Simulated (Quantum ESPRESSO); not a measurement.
Here is a Quantum ESPRESSO 7.5 calculation.

File pw.in:

```
&CONTROL
  calculation = 'scf'
  prefix = 'pwscf'
  outdir = './tmp'
  pseudo_dir = './pseudo'
  tprnfor = .true.
  tstress = .true.
  disk_io = 'low'
/
&SYSTEM
  ibrav = 0
  nat = 12
  ntyp = 2
  ecutwfc = 82
  nbnd = 33
  input_dft = 'rpbe'
  occupations = 'smearing'
  smearing = 'fd'
  degauss = 0.00367493
/
&ELECTRONS
  conv_thr = 2.4d-09
  electron_maxstep = 120
  mixing_beta = 0.5
/
ATOMIC_SPECIES
Si    28.0850 Si.upf
C     12.0110 C.upf
CELL_PARAMETERS bohr
   5.8487023557    0.0000000000    0.0000000000
  -2.9243511779    5.0651248192    0.0000000000
   0.0000000000    0.0000000000   28.6671453106
ATOMIC_POSITIONS bohr
Si     2.9243511782    1.6883749396   13.1381526958
Si    -0.0000000003    3.3767498796   27.4717253511
Si     2.9243511782    1.6883749396   22.6957789424
Si    -0.0000000003    3.3767498796    8.3622062871
Si     0.0000000000    0.0000000000   17.9169658191
Si     0.0000000000    0.0000000000    3.5833931638
C      2.9243511782    1.6883749396    9.5547595320
C     -0.0000000003    3.3767498796   23.8883321873
C      2.9243511782    1.6883749396   19.1123857786
C     -0.0000000003    3.3767498796    4.7788131233
C      0.0000000000    0.0000000000   14.3335726553
C      0.0000000000    0.0000000000    0.0000000000
K_POINTS automatic
10 10 2 0 0 0
```

File bands.in:

```
&CONTROL
  calculation = 'bands'
  prefix = 'pwscf'
  outdir = './tmp'
  pseudo_dir = './pseudo'
  disk_io = 'low'
  verbosity = 'high'
/
&SYSTEM
  ibrav = 0
  nat = 12
  ntyp = 2
  ecutwfc = 82
  nbnd = 33
  input_dft = 'rpbe'
  occupations = 'smearing'
  smearing = 'fd'
  degauss = 0.00367493
/
&ELECTRONS
  conv_thr = 1d-08
  electron_maxstep = 120
  mixing_beta = 0.5
  diago_full_acc = .true.
/
ATOMIC_SPECIES
Si    28.0850 Si.upf
C     12.0110 C.upf
CELL_PARAMETERS bohr
   5.8487023557    0.0000000000    0.0000000000
  -2.9243511779    5.0651248192    0.0000000000
   0.0000000000    0.0000000000   28.6671453106
ATOMIC_POSITIONS bohr
Si     2.9243511782    1.6883749396   13.1381526958
Si    -0.0000000003    3.3767498796   27.4717253511
Si     2.9243511782    1.6883749396   22.6957789424
Si    -0.0000000003    3.3767498796    8.3622062871
Si     0.0000000000    0.0000000000   17.9169658191
Si     0.0000000000    0.0000000000    3.5833931638
C      2.9243511782    1.6883749396    9.5547595320
C     -0.0000000003    3.3767498796   23.8883321873
C      2.9243511782    1.6883749396   19.1123857786
C     -0.0000000003    3.3767498796    4.7788131233
C      0.0000000000    0.0000000000   14.3335726553
C      0.0000000000    0.0000000000    0.0000000000
K_POINTS crystal
60
 0.0000000000  0.0000000000  0.0000000000 1
 0.0555555556  0.0000000000  0.0000000000 1
 0.1111111111  0.0000000000  0.0000000000 1
 0.1666666667  0.0000000000  0.0000000000 1
 0.2222222222  0.0000000000  0.0000000000 1
 0.2777777778  0.0000000000  0.0000000000 1
 0.3333333333  0.0000000000  0.0000000000 1
 0.3888888889  0.0000000000  0.0000000000 1
 0.4444444444  0.0000000000  0.0000000000 1
 0.5000000000  0.0000000000  0.0000000000 1
 0.4666666667  0.0666666667  0.0000000000 1
 0.4333333333  0.1333333333  0.0000000000 1
 0.4000000000  0.2000000000  0.0000000000 1
 0.3666666667  0.2666666667  0.0000000000 1
 0.3333333333  0.3333333333  0.0000000000 1
 0.3030303030  0.3030303030  0.0000000000 1
 0.2727272727  0.2727272727  0.0000000000 1
 0.2424242424  0.2424242424  0.0000000000 1
 0.2121212121  0.2121212121  0.0000000000 1
 0.1818181818  0.1818181818  0.0000000000 1
 0.1515151515  0.1515151515  0.0000000000 1
 0.1212121212  0.1212121212  0.0000000000 1
 0.0909090909  0.0909090909  0.0000000000 1
 0.0606060606  0.0606060606  0.0000000000 1
 0.0303030303  0.0303030303  0.0000000000 1
 0.0000000000  0.0000000000  0.0000000000 1
 0.0000000000  0.0000000000  0.5000000000 1
 0.0500000000  0.0000000000  0.5000000000 1
 0.1000000000  0.0000000000  0.5000000000 1
 0.1500000000  0.0000000000  0.5000000000 1
 0.2000000000  0.0000000000  0.5000000000 1
 0.2500000000  0.0000000000  0.5000000000 1
 0.3000000000  0.0000000000  0.5000000000 1
 0.3500000000  0.0000000000  0.5000000000 1
 0.4000000000  0.0000000000  0.5000000000 1
 0.4500000000  0.0000000000  0.5000000000 1
 0.5000000000  0.0000000000  0.5000000000 1
 0.4722222222  0.0555555556  0.5000000000 1
 0.4444444444  0.1111111111  0.5000000000 1
 0.4166666667  0.1666666667  0.5000000000 1
 0.3888888889  0.2222222222  0.5000000000 1
 0.3611111111  0.2777777778  0.5000000000 1
 0.3333333333  0.3333333333  0.5000000000 1
 0.3076923077  0.3076923077  0.5000000000 1
 0.2820512821  0.2820512821  0.5000000000 1
 0.2564102564  0.2564102564  0.5000000000 1
 0.2307692308  0.2307692308  0.5000000000 1
 0.2051282051  0.2051282051  0.5000000000 1
 0.1794871795  0.1794871795  0.5000000000 1
 0.1538461538  0.1538461538  0.5000000000 1
 0.1282051282  0.1282051282  0.5000000000 1
 0.1025641026  0.1025641026  0.5000000000 1
 0.0769230769  0.0769230769  0.5000000000 1
 0.0512820513  0.0512820513  0.5000000000 1
 0.0256410256  0.0256410256  0.5000000000 1
 0.0000000000  0.0000000000  0.5000000000 1
 0.5000000000  0.0000000000  0.5000000000 1
 0.5000000000  0.0000000000  0.0000000000 1
 0.3333333333  0.3333333333  0.0000000000 1
 0.3333333333  0.3333333333  0.5000000000 1
```

Potentials or basis: PseudoDojo 0.4.1 SR PBE standard.

Command:

```sh
$ OMP_NUM_THREADS=1 pw.x -in pw.in > pw.out
$ OMP_NUM_THREADS=1 pw.x -in bands.in > bands.out
```

(1) Estimate the band gap along the path.

(2) What does it give for the largest force?

## Answers

(1) 2.08 eV, indirect (least direct gap 3.18 eV).

(2) 0.139 eV/Å.

Caveat: the potentials were made for another functional, which shifts forces and pressure; some levels on the path didn't converge.
